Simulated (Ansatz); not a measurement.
Input for Ansatz (plane-wave DFT, PAW):

```yaml
crystal:
  lattice:
    - [-1.8530479922, 1.8530479922, 1.5942414421]
    - [1.8530479922, -1.8530479922, 1.5942414421]
    - [1.8530479922, 1.8530479922, -1.5942414421]
  atoms:
    - { symbol: Mg, position: [0.0, 0.0, 0.0] }
basis:
  ecutwfc: 420
kpoints:
  mp_grid: { grid: [16, 16, 16] }
hamiltonian:
  xc: pbe
scf:
  occupations: { method: gaussian, width: 0.1 }
output:
  forces: true
  stress: true
  eigenvalues: true
  populations: true
```

Launched with
```bash
ansatz run input.yaml --threads 1 --pin off --max-ram 1331MiB --backend cpu --events-out ev --progress --plain --runs-dir out
```

Theory: DFT PBE, scalar-relativistic, plane waves, PAW (Ansatz).

Part of what the program printed, abridged:

```
Pseudopotentials: kind: paw
Pseudopotential: Mg, paw, valence charge 10, recommended cutoff 420 eV (normal)
Functional definition: PBE
Crystal: 1 atom, lattice volume = 21.897 Å³
Basis set: ecut = 420 eV, 425 PW (Γ), exchange–correlation on 48×48×48 points (8 copies of the dense FFT grid, shifted against one another)
Bands: 9, of which v1, the nominal top of the filled ones, is band 5 counted from 1 (4 counted from 0)
Symmetry: 16 space group operations
Space group: I4/mmm (ITA 139), of the structure as read, at distance tolerance 2.8e-5 Å
k-points: 349 of 4096
Initial density: superposition of atomic densities (neutral atoms: chi_scale 0, normalization atom), corrected by the library's trained network
Initial wavefunctions: pseudopotential atomic-orbital guess
Functional: x = pbe(κ = 0.804, μ = 0.21951497), c = pbe(β = 0.06672455)
SCF iter   1: F=—  HF=-1923.762471 eV  |F-HF|=—  |Δ(HF+E_count)|=         —  Δρ=6.17e-4  dr2=1.03e-4  ethr=1.77e-3  ⟨swp⟩=5.5  Hψ=21958  notcnv=0
SCF iter   2: F=—  HF=-1923.762558 eV  |F-HF|=—  |Δ(HF+E_count)|=   8.64e-5  Δρ=2.31e-4  dr2=9.13e-6  ethr=1.03e-6  ⟨swp⟩=3.0  Hψ=7699  notcnv=0
SCF iter   3: F=—  HF=-1923.762559 eV  |F-HF|=—  |Δ(HF+E_count)|=   1.07e-6  Δρ=5.91e-5  dr2=5.87e-7  ethr=9.13e-8  ⟨swp⟩=2.1  Hψ=4656  notcnv=0
SCF iter   4: F=-1923.762559 eV  HF=-1923.762559 eV  |F-HF|=8.03e-9  |Δ(HF+E_count)|=   1.86e-7  Δρ=1.67e-5  dr2=3.38e-8  ethr=5.87e-9  ⟨swp⟩=1.9  Hψ=3770  notcnv=0
SCF iter   5: F=-1923.762559 eV  HF=-1923.762559 eV  |F-HF|=7.59e-11  |Δ(HF+E_count)|=   1.57e-8  Δρ=9.39e-7  dr2=8.30e-11  ethr=3.38e-10  ⟨swp⟩=2.0  Hψ=4856  notcnv=0
SCF iter   6: F=-1923.762559 eV  HF=-1923.762559 eV  |F-HF|=1.14e-12  |Δ(HF+E_count)|=  8.39e-11  Δρ=6.44e-8  dr2=4.15e-13  ethr=1.00e-12  ⟨swp⟩=1.1  Hψ=8319  notcnv=0
SCF 1 converged in 6 iterations: F = -1923.762559 eV  dr2 = 4.15e-13
SCF converged after 6 iterations
Free energy (F): -1923.762559 eV
Harris-Foulkes:  -1923.762559 eV  (|F-HF|=1.14e-12)
Internal energy: -1923.760601 eV  (E = F + TS)
E sigma→0 (E₀):  -1923.761580 eV
Entropy (-TS):   -0.001957 eV (-1.957 meV/atom)
Fermi energy:    6.079213 eV
--- Per-component energies (eV) ---
  E_band       = -353.218457
  E_kinetic    = 75.156673
  E_local      = -1602.571361  (includes V_loc(G=0)·N_el)
  E_nonlocal   = 95.730754
  E_hartree    = 571.697055
  E_xc         = -28.608504
  E_vxc        = -36.915139  (∫ρ·V_xc dr)
  E_paw        = -292.407414  (= ΣΔE_a)
  E_vpaw       = -28.013513  (= ΣTr[D̂ρ^β])
  E_aug_tail   = -0.000003  (compensation charges beyond the density's cutoff)
  E_ewald      = -742.757802
  E_smearing   = -0.001957  (= −TS)
--- Forces (eV/Å), atoms counted from 1 ---
  atom   1  Mg     0.00000000     0.00000000     0.00000000
--- Stress (GPa, compression-positive) ---
        1.666263       0.000000       0.000000
        0.000000       1.666263       0.000000
        0.000000       0.000000       3.200986
  P = ⅓ Tr σ = 2.1778 GPa (21.778 kbar)
--- Band table (eV; the first three rows and the last of 349) ---
  k-point 0: bands = ["-69.8994", "-36.6369", "-36.6369", "-36.6230", "-1.0884", "17.4559", "19.7728", "19.9308", "19.9308"]
  k-point 1: bands = ["-69.8993", "-36.6384", "-36.6368", "-36.6234", "-1.0022", "16.4529", "19.0231", "19.9961", "20.3908"]
  k-point 2: bands = ["-69.8989", "-36.6427", "-36.6366", "-36.6244", "-0.7441", "14.5288", "18.9671", "19.6557", "19.8518"]
  k-point 348: bands = ["-69.8926", "-36.6686", "-36.6686", "-36.6439", "8.9241", "8.9241", "9.3736", "10.0846", "12.7556"]
--- Löwdin populations: 1 site ---
  site symbol q [e]
     0     Mg      9.4620
  spilling = 0.053801 (of n_electrons = 10.000000)
```

Self-consistency was reached.